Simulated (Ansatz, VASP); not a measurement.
# Two plane-wave programs on SnGe2

Contents of INCAR:

```
  PREC = Accurate
  ENCUT = 520
  EDIFF = 1E-7
  ISMEAR = 1
  SIGMA = 0.05
  LREAL = False
  LASPH = True
  NELM = 100
  ALGO = Fast
  ISIF = 2
  LWAVE = False
  LCHARG = True
  GGA = PS
  LELF = True
  LVHAR = True
  NBANDS = 51
```

Contents of KPOINTS:

```
regular mesh
0
Gamma
  6 6 2
```

File POSCAR:

```
SnGe2
1.0
    4.2416974267      0.0000000000      0.0000000000
   -2.1208487133      3.6734177267      0.0000000000
    0.0000000000      0.0000000000     10.3577214391
Ge Sn
4 2
Direct
    0.0000000000      0.0000000000      0.8818589600
    0.6666666667      0.3333333333      0.5355174596
    0.3333333333      0.6666666667      0.4644825404
    0.0000000000      0.0000000000      0.1181410400
    0.3333333333      0.6666666667      0.2080188601
    0.6666666667      0.3333333333      0.7919811399
```

Input for Ansatz:

```yaml
crystal:
  lattice:
    - [4.2416974267, 0.0, 0.0]
    - [-2.1208487133, 3.6734177267, 0.0]
    - [0.0, 0.0, 10.3577214391]
  atoms:
    - { symbol: Ge, position: [0.0, 0.0, 0.88185896] }
    - { symbol: Ge, position: [0.6666666667, 0.3333333333, 0.5355174596] }
    - { symbol: Sn, position: [0.3333333333, 0.6666666667, 0.2080188601] }
    - { symbol: Sn, position: [0.6666666667, 0.3333333333, 0.7919811399] }
    - { symbol: Ge, position: [0.3333333333, 0.6666666667, 0.4644825404] }
    - { symbol: Ge, position: [0.0, 0.0, 0.11814104] }
kpoints:
  mp_grid: { grid: [6, 6, 2] }
hamiltonian:
  xc: pbesol
scf:
  occupations: { method: methfessel_paxton, width: 0.05 }
  n_extra_bands: 5
output:
  forces: true
  stress: true
  eigenvalues: true
```

Alike in both runs: task single point; functional PBEsol; k mesh 6 × 6 × 2; occupations methfessel-paxton of order 1, width 0.05 eV; no spin polarisation.

```csv
,VASP,Ansatz
version,VASP 6.6.1,Ansatz 0.2.0
potentials or method,"VASP PAW PBE potentials, release 64 (Ge_d, Sn_d)",plane waves
plane-wave cutoff (eV),520,420
valence electrons in the cell,84,84
```

Ansatz gave:

```
pressure (GPa)                                  : -0.2
largest component of the traceless stress (GPa) : 0.15
rms of the force components (eV/Å)              : 0.028
```

Task: Which values does VASP return?

Result: Pressure (GPa): -0.3; largest component of the traceless stress (GPa): 0.15; rms of the force components (eV/Å): 0.027.

Caveats: the PAW data sets were made with another functional, which shifts forces and pressure a little (VASP).
